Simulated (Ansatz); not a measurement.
Crystal: Nb.

```xyz
1
Lattice="-1.6640 1.6640 1.6640 1.6640 -1.6640 1.6640 1.6640 1.6640 -1.6640" Properties=species:S:1:pos:R:3 pbc="T T T"
Nb    0.0000    0.0000    0.0000
```

| Property | Result |
| --- | --- |
| Program | Ansatz 0.2.0 |
| Task | relaxation of cell and atoms |
| Functional | PBEsol |
| Dispersion | D3(BJ) |
| Potentials or basis | Ansatz PAW |
| Cutoff | 420 eV (not typed: the program's choice for these potentials) |
| k mesh | 11 × 11 × 11 |
| Occupations | fermi-dirac, width 0.05 eV |
| Spin | no spin polarisation |

At the start: volume 18.43 Å³/atom.

**Question.** Where does the relaxation end?

**Answer.** It ends after 5 steps and the volume is 16.90 Å³/atom (-8.3 %); space group Im-3m (No. 229, to 0.05 Å).

Step by step:
```csv
step,energy change (eV),largest force (eV/Å),volume (Å³)
1,0.0000,0.0000,18.43
2,-0.0322,0.0000,15.86
3,-0.0721,0.0000,16.99
4,-0.0724,0.0000,16.90
5,-0.0722,0.0000,16.90
```

Final structure:
```
Nb
1.0
    -1.61654    1.61654    1.61654
     1.61654   -1.61654    1.61654
     1.61654    1.61654   -1.61654
Nb
1
Direct
  0.00000 0.00000 0.00000
```

Caveat: the plane-wave basis is chosen anew once the cell has moved, so the energies of steps on either side of that aren't comparable; pairwise dispersion overbinds metals, which lowers pressure and volume; the PAW data sets come from PBE, with cores solved anew for the run's functional, which leaves a small shift of forces and pressure.
